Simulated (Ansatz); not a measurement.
From the elastic tensor of Ta at 18 GPa (stress–strain coefficients) to moduli and sound speeds

Method: DFT PBE, scalar-relativistic, plane waves, PAW (Ansatz). Cutoff 420 eV, 20×20×20 k-points (Γ-centred), Fermi-Dirac smearing of 0.15 eV. No spin polarisation.

It takes space group Im-3m (No. 229, cubic). Conventional cell: a = 3.235 Å, b = 3.235 Å, c = 3.235 Å, α = 90.00°, β = 90.00°, γ = 90.00°. Ta (site symmetry m-3m) is surrounded by 8 Ta at 2.80 Å.

In a metal, frequencies and elastic constants depend on the k mesh and the smearing, soft modes and shear constants most. Spin–orbit coupling is left out, which can shift energies with elements as heavy as these.

Relaxed-ion constants (GPa, on the Cartesian axes of the calculation):
C11 = 348.9, C12 = 213.4, C13 = 213.4, C22 = 348.9, C23 = 213.4, C33 = 348.9, C44 = 88.6, C55 = 88.6, C66 = 88.6 GPa; the others vanish.

Density 17.759 g/cm³; 1 atom in 16.92 Å³.

The values that follow are for a polycrystal of randomly turned grains, by Hill's mean where one number stands.

| Item | Value |
| --- | --- |
| Bulk modulus, Voigt / Reuss / Hill | 258.6 / 258.6 / 258.6 GPa |
| Shear modulus, Voigt / Reuss / Hill | 80.3 / 78.9 / 79.6 GPa |
| Young's modulus | 217 GPa |
| Poisson ratio | 0.360 |
| Pugh ratio B/G | 3.25 |
| Universal anisotropy index | 0.09 |
| Longitudinal and transverse sound speeds | 4532 and 2117 m/s |
| Debye temperature from the mean sound speed | 276 K |

Cost: 1 run of about 0.89 core-minutes, on AMD EPYC 7R43 (Zen 3) (shared hosts).

Compressed Ta resists volume change far more strongly than shear, with a bulk modulus of 258.6 GPa against a shear modulus of 79.6 GPa. The high incompressibility reflects cohesion through a partly filled 5d band, whose bonding states are well occupied in a group 5 metal, reinforced by growing overlap and core repulsion under pressure. C12 exceeds C44 by much more than the applied pressure would produce in a crystal with purely central forces, which points to a substantial many-body, metallic contribution to the bonding.

The cubic stability conditions for homogeneous strain are satisfied with a wide margin. The tetragonal shear, governed by C11 − C12, is somewhat softer than the C44 shear, yet the anisotropy index of only 0.09 makes the polycrystalline averages well defined. The Pugh ratio of 3.25 fits the ductile character of Ta, but it measures elastic response under load, not dislocation mobility or fracture. Stability against phonons of finite wavevector remains untested.
